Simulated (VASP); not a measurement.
Runs of VASP 6.6.1 on AgBr. The structure is cubic, space group Fm-3m (No. 225). The conventional cell has a = 5.740 Å, b = 5.740 Å, c = 5.740 Å, α = 90.00°, β = 90.00°, γ = 90.00°. Ag (site symmetry m-3m) is surrounded by 6 Br at 2.87 Å. Br (site symmetry m-3m) is surrounded by 6 Ag at 2.87 Å. 

```tsv
task	spin	cell	k mesh	cutoff (eV)	smearing	k mesh for the DOS	gap on the mesh (eV)	pressure (GPa)	relaxed volume (Å³/atom)
single point	off	Fm-3m, 23.64 Å³/atom	6 × 6 × 6	520	gaussian 0.1 eV	-	0.67	2.3	-
relaxation of cell and atoms	off	relaxed from: cell and atoms relaxed tightly for response	8 × 8 × 8	600	gaussian 0.01 eV	-	0.69	0.0	(a)
single point	off	Fm-3m, 26.44 Å³/atom	8 × 8 × 8	520	gaussian 0.02 eV	-	0.72	-2.0	-
single point	off	cell and atoms relaxed tightly for response	8 × 8 × 8	520	gaussian 0.01 eV	-	0.69	0.0	-
relaxation of cell and atoms	off	relaxed	8 × 8 × 8	600	gaussian 0.02 eV	-	0.69	0.0	24.84
single point	off	Fm-3m, 22.7 Å³/atom	8 × 8 × 8	520	gaussian 0.02 eV	-	0.67	(b)	-
```

Alike in all rows: level PBE; potentials or basis VASP PAW PBE potentials, release 64 (Ag, Br).

Estimate the missing entries.

(a) 24.88; (b) 4.6.

A k mesh can miss the band edges, and the runs leave out spin-orbit coupling on Ag, Br.
